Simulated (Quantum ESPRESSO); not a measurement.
Crystal: Ta2N.

```xyz
3
Lattice="3.1129 0.0000 0.0000 -1.5564 2.6958 0.0000 0.0000 0.0000 4.8698" Properties=species:S:1:pos:R:3 pbc="T T T"
Ta    0.0000    1.7972    1.2404
Ta    1.5564    0.8986    3.6294
N     0.0000    0.0000    0.0000
```

The cell comes from a database or a generator and needn't be the stable form of this composition.

Base run:

| Quantity | Value |
| --- | --- |
| Program | Quantum ESPRESSO 7.5 |
| Functional | LDA |
| Potentials or basis | GBRV 1.5 LDA |
| Cutoff | 762 eV |
| Density cutoff | 6095 eV |
| k mesh | 10 × 10 × 6 |
| Occupations | fermi-dirac, width 0.05 eV |
| Spin | no spin polarisation |

Its results: band gap on the k mesh none (metal or under the smearing width); pressure -14.3 GPa; largest force 0.409 eV/Å.

The run is repeated on the same cell with these changes: functional from LDA to PBEsol; potentials or basis from GBRV 1.5 LDA to GBRV 1.5 PBEsol. What comes out?

Band gap on the k mesh none (metal or under the smearing width); pressure -9.1 GPa; largest force 0.270 eV/Å.

Caveats: spin-orbit coupling is left out, which moves the levels of the heavy elements (some runs).
